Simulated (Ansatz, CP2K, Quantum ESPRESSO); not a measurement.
**AlFe: 4 runs at one level of theory**

```
CELL_PARAMETERS angstrom
2.91000 0.00000 0.00000
0.00000 2.91000 0.00000
0.00000 0.00000 2.91000
ATOMIC_POSITIONS crystal
Fe 0.50000 0.50000 0.50000
Al 0.00000 0.00000 0.00000
```

Alike in all runs: task band structure; functional PBEsol; k mesh 9 × 9 × 9; occupations fermi-dirac, width 0.05 eV; collinear spin, ferromagnetic start; no spin-orbit coupling. Pressure is positive in compression and, in plane waves, holds the error of the finite cutoff, which Ansatz's Pulay term estimates and takes out.

| program and potentials | plane-wave cutoff (eV) | notes | pressure (GPa) | net moment per atom (μB) |
| --- | --- | --- | --- | --- |
| Ansatz, Ansatz PAW | 420 | potentials made for PBE, which Ansatz adapts in part; Pulay term of +0.07 GPa included | -11.24 | 0.33 |
| CP2K, POTENTIAL_UZH Fe GTH-PBE-q16, Al GTH-PBE-q3; TZVP-MOLOPT-PBE-GTH basis | - | atomic basis; potentials made for PBE | -9.23 | 0.36 |
| Ansatz, all-electron LAPW, scalar-relativistic | - | - | -11.27 | 0.33 |
| Quantum ESPRESSO, GBRV 1.5 PBEsol | 762 | - | ? | ? |

**Question.** Estimate from the other rows what the run with Quantum ESPRESSO, GBRV 1.5 PBEsol gave.

**Answer.** Pressure -11.24 GPa; net moment per atom 0.34 μB. The other rows, which needn't bracket it: pressure -11.27 to -9.23; net moment per atom 0.33 to 0.36.
